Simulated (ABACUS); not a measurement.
# W (Im-3m) in ABACUS: settings compared

One crystal, W, is run at these levels: HCTH407, TASK, rSCAN; tasks: single point, relaxation of cell and atoms.

All numbers are computed with ABACUS 3.10.1; they aren't measurements. Logs are shortened: lines on timing, memory, paths and dates and some standing lists are left out, and cuts for length are marked.

### Step 1. The crystal as given

It takes space group Im-3m (No. 229, cubic). The conventional cell has a = 3.165 Å, b = 3.165 Å, c = 3.165 Å, α = 90.00°, β = 90.00°, γ = 90.00°. W (site symmetry m-3m) has 8 W at 2.74 Å as nearest neighbours.

### Step 2. Single point, HCTH407

INPUT

```
INPUT_PARAMETERS
suffix              W
calculation         scf
basis_type          pw
pseudo_dir          ./
latname             bcc
symmetry            1
dft_functional      GGA_XC_HCTH_407
ecutwfc             74
pseudo_rcut         10
nspin               1
nbands              17
ks_solver           dav
smearing_method     fd
smearing_sigma      0.00367493
scf_thr             1e-08
scf_nmax            100
mixing_type         broyden
mixing_beta         0.7
cal_force           1
cal_stress          1
out_chg             1
kpar                4
```

STRU

```
ATOMIC_SPECIES
W 183.8400 W.upf

LATTICE_CONSTANT
5.9803973693

ATOMIC_POSITIONS
Direct

W
0.0
1
0.0000000000 0.0000000000 0.0000000000 1 1 1
```

KPT

```
K_POINTS
0
Gamma
10 10 10 0 0 0
```

Potentials or basis: PseudoDojo NC SR 0.5 PBE standard, plane waves.

Launch:

```sh
> OMP_NUM_THREADS=1 mpirun -np 4 abacus > log
```

running log:

```text
ABACUS v3.10.1

               Atomic-orbital Based Ab-initio Computation at UStc

 ------------------------------------------------------------------------------------

 READING GENERAL INFORMATION
                           global_out_dir = OUT.W/
                           global_in_card = INPUT
                               pseudo_dir = ./
                              orbital_dir =
                                    DSIZE = 4
                                    GSIZE = 1

 READING UNITCELL INFORMATION
                                    ntype = 1
                  lattice constant (Bohr) = 5.9804
              lattice constant (Angstrom) = 3.16469

 READING ATOM TYPE 1
                               atom label = W
                      L=0, number of zeta = 1
                      L=1, number of zeta = 1
                      L=2, number of zeta = 1
             number of atom for this type = 1

                        TOTAL ATOM NUMBER = 1
DIRECT COORDINATES
    atom                   x                   y                   z     mag                  vx                  vy                  vz
taud_W1            0.0000000000        0.0000000000        0.0000000000  0.0000        0.0000000000        0.0000000000        0.0000000000

                          Volume (Bohr^3) = 106.945
                             Volume (A^3) = 15.8476

 Lattice vectors: (Cartesian coordinate: in unit of a_0)
                 +0.5                +0.5                +0.5
                 -0.5                +0.5                +0.5
                 -0.5                -0.5                +0.5
 Reciprocal vectors: (Cartesian coordinate: in unit of 2 pi/a_0)
                   +1                  -0                  +1
                   -1                  +1                  -0
                   +0                  -1                  +1
 The esolver type has been set to : ksdft_pw

                PAO radial cut off (Bohr) = 10

 Read in pseudopotential file is W.upf
                     pseudopotential type = NC
          exchange-correlation functional = PBE
                 nonlocal core correction = 1
                        valence electrons = 14
                                     lmax = 3
                           number of zeta = 4
                     number of projectors = 8
                           L of projector = 0
                           L of projector = 0
                           L of projector = 1
                           L of projector = 1
                           L of projector = 2
                           L of projector = 2
                           L of projector = 3
                           L of projector = 3
 XC functional updated to : GGA_XC_HCTH_407
          exchange-correlation functional = GGA_XC_HCTH_407
     initial pseudo atomic orbital number = 10

 SETUP THE ELECTRONS NUMBER
             electron number of element W = 14
       total electron number of element W = 14
            AUTOSET number of electrons:  = 14
                           occupied bands = 7
                                   NBANDS = 17
                                   NLOCAL = 9

%%%%%%%%%%%%%%%%%%%%%%%%%%%%%%%%%%%%%%%%%%%%%%%%%%%%%%%%%%%%%%%%%%%%%%%%%%%%%%%%%%%%%%%%%%%%%%%%%%%%%%%%%%
 Warning: the number of valence electrons in pseudopotential > 6 for W: [Xe] 4f14 5d4 6s2
 Pseudopotentials with additional electrons can yield (more) accurate outcomes, but may be less efficient.
 If you're confident that your chosen pseudopotential is appropriate, you can safely ignore this warning.
%%%%%%%%%%%%%%%%%%%%%%%%%%%%%%%%%%%%%%%%%%%%%%%%%%%%%%%%%%%%%%%%%%%%%%%%%%%%%%%%%%%%%%%%%%%%%%%%%%%%%%%%%%

 SETUP THE PLANE WAVE BASIS
 energy cutoff for charge/potential (unit:Ry) = 296
            fft grid for charge/potential = [ 30, 30, 30 ]
                        fft grid division = [ 1, 1, 1 ]
        big fft grid for charge/potential = [ 30, 30, 30 ]
                                     nbxx = 27000
                                     nrxx = 27000

 SETUP PLANE WAVES FOR CHARGE/POTENTIAL
                    number of plane waves = 9213
                         number of sticks = 603

 PARALLEL PW FOR CHARGE/POTENTIAL
     PROC   COLUMNS(POT)             PW
        1            603           9213
 --------------- sum -------------------
        1            603           9213
                            number of |g| = 125
                                  max |g| = 268
                                  min |g| = 0

----------- Double Check Mixing Parameters Begin ------------
mixing_type: broyden
mixing_beta: 0.7
mixing_gg0: 1
mixing_gg0_min: 0.1
[... 20 lines left out ...]
                                    ibrav = 2
                                    IBRAV = 2
                                  BRAVAIS = BODY CENTERED CUBIC
                       LATTICE CONSTANT A = 1
Original cell was already a primitive cell.
                        ROTATION MATRICES = 48
              PURE POINT GROUP OPERATIONS = 48
                   SPACE GROUP OPERATIONS = 48
                              POINT GROUP = O_h
               POINT GROUP IN SPACE GROUP = O_h

 SETUP K-POINTS
                                    nspin = 1
                   Input type of k points = Monkhorst-Pack(Gamma)
                                   nkstot = 1000
                       right hand lattice = 1
(for reciprocal lattice: )
                             BRAVAIS TYPE = 3
                     BRAVAIS LATTICE NAME = 03. Cubic F (face-centered)
                                    ibrav = 3
                       right hand lattice = 1
(for k-lattice: )
                             BRAVAIS TYPE = 3
                     BRAVAIS LATTICE NAME = 03. Cubic F (face-centered)
                                    ibrav = 3
                       right hand lattice = 1
                        ROTATION MATRICES = 48
                               nkstot_ibz = 47
K-POINTS REDUCTION ACCORDING TO SYMMETRY
     IBZ    DIRECT_X    DIRECT_Y    DIRECT_Z  WEIGHT  ibz2bz
       1  0.00000000  0.00000000  0.00000000  0.0010       0
       2  0.10000000  0.10000000  0.00000000  0.0120       1
       3  0.20000000  0.20000000  0.00000000  0.0120       2
       4  0.30000000  0.30000000  0.00000000  0.0120       3
       5  0.40000000  0.40000000  0.00000000  0.0120       4
       6  0.50000000  0.50000000  0.00000000  0.0060       5
[... 22 lines left out ...]
      29  0.40000000 -0.10000000  0.40000000  0.0120     161
      30  0.40000000 -0.20000000  0.30000000  0.0480     162
[... 17 further k points ...]

                               nkstot now = 47
[... K-POINTS DIRECT COORDINATES: 47 rows ...]

           k-point number in this process = 12
       minimum distributed K point number = 11
[... stars of the k points ...]

[... K-POINTS CARTESIAN COORDINATES: 12 rows ...]

[... K-POINTS DIRECT COORDINATES: 12 rows ...]

 SETUP PLANE WAVES FOR WAVE FUNCTIONS
     energy cutoff for wavefunc (unit:Ry) = 74
              fft grid for wave functions = [ 30, 30, 30 ]
                    number of plane waves = 1481
                         number of sticks = 173

 PARALLEL PW FOR WAVE FUNCTIONS
     PROC   COLUMNS(POT)             PW
        1            173           1481
 --------------- sum -------------------
        1            173           1481

 SETUP NONLOCAL PSEUDOPOTENTIALS IN PLANE WAVE BASIS
 W non-local projectors:
 projector 1 L=0
 projector 2 L=0
 projector 3 L=1
 projector 4 L=1
 projector 5 L=2
 projector 6 L=2
 projector 7 L=3
 projector 8 L=3
      TOTAL NUMBER OF NONLOCAL PROJECTORS = 32

 Init Non-Local PseudoPotential table :
 Init Non-Local-Pseudopotential done.

                                     npwx = 1157

 Make real space PAO into reciprocal space.
       max mesh points in Pseudopotential = 1001
     dq(describe PAO in reciprocal space) = 0.01
                                    max q = 1037

 number of pseudo atomic orbitals for W is 4
WARNING: norm of atomic wavefunction # 3 of atomic type W is 0.999981, renormalized
WARNING: norm of atomic wavefunction # 4 of atomic type W is 0.99991, renormalized

 -------------------------------------------
 SELF-CONSISTENT
 -------------------------------------------
                                 init_chg = atomic

 PW ALGORITHM --------------- ION=   1  ELEC=   1--------------------------------
 Notice: Threshold on eigenvalues was too large.
 hsover_error=0.14 > DRHO=0.0274403
 Origin diag ethr = 0.01
 New diag ethr = 0.000196002

 Density error is 0.0273867357748
                          Error Threshold = 0.000196002140616
----------------------------------------------------------
     Energy           Rydberg                 eV
----------------------------------------------------------
 E_KohnSham     -152.9017789973      -2080.3354286994
 E_Harris       -153.7762335336      -2092.2329930351
 E_Fermi        1.6579203841         22.5571640543
----------------------------------------------------------
[... 51 lines left out ...]
 Density error is 1.76280658152e-09
                          Error Threshold = 5.32842600488e-10
----------------------------------------------------------
     Energy           Rydberg                 eV
----------------------------------------------------------
 E_KohnSham     -152.9066848093      -2080.4021756970
 E_KS(sigma->0) -152.9065270766      -2080.4000296325
 E_Harris       -152.9066202175      -2080.4012968806
 E_band         -6.9567654732        -94.6516500847
 E_one_elec     -15.3514181274       -208.8667589136
 E_Hartree      16.1489698161        219.7180063284
 E_xc           -34.4326231474       -468.4798718912
 E_Ewald        -119.2712978850      -1622.7692590915
 E_entropy(-TS) -0.0003154656        -0.0042921290
 E_descf        0.0000000000         0.0000000000
 E_exx          0.0000000000         0.0000000000
 E_Fermi        1.6302049121         22.1800757124
----------------------------------------------------------

 charge density convergence is achieved
 final etot is -2080.4021757 eV
 EFERMI = 22.180075712 eV

 STATE ENERGY(eV) AND OCCUPATIONS    NSPIN == 1
 1/12 kpoint (Cartesian) = 0.0000 0.0000 0.0000 (1157 pws)
       1       -52.8215     0.00200000
       2       -16.2335     0.00200000
       3       -16.2335     0.00200000
       4       -16.2335     0.00200000
       5        12.3108     0.00200000
       6        20.9074     0.00200000
[... 9 lines left out ...]
      16        51.7982        0.00000
[... 82 lines left out ...]
       4       -16.2424      0.0120000
       5        15.7424      0.0120000
       6        18.5534      0.0120000
[... 9 lines left out ...]
      16        48.8837        0.00000
      17        52.2203        0.00000

[... levels at 6 further k points ...]

------------------------------------------------------------------------------------------
 TOTAL-FORCE (eV/Angstrom)
------------------------------------------------------------------------------------------
                        W1         0.0000000000         0.0000000000         0.0000000000
------------------------------------------------------------------------------------------

----------------------------------------------------------------
 TOTAL-STRESS (KBAR)
----------------------------------------------------------------
       -65.0769385134         0.0000000000         0.0000000000
         0.0000000000       -65.0769385134         0.0000000000
         0.0000000000         0.0000000000       -65.0769385134
----------------------------------------------------------------
 TOTAL-PRESSURE: -65.076939 KBAR

 --------------------------------------------
 !FINAL_ETOT_IS -2080.4021756969741546 eV
 --------------------------------------------
```

Wall time 4.3 s (4 MPI ranks of Intel Xeon Platinum 8488C (Sapphire Rapids), shared host); peak memory 0.24 GiB.

Results:

```
Free energy            : -2080.4022 eV
Pressure               : -6.5 GPa
Band gap on the k mesh : none (metal or under the smearing width)
```

Caveat: the potentials were made for another functional, which shifts forces and pressure. Spin-orbit coupling is left out, which matters for the levels of W.

(Continued in part 2 of 3.)
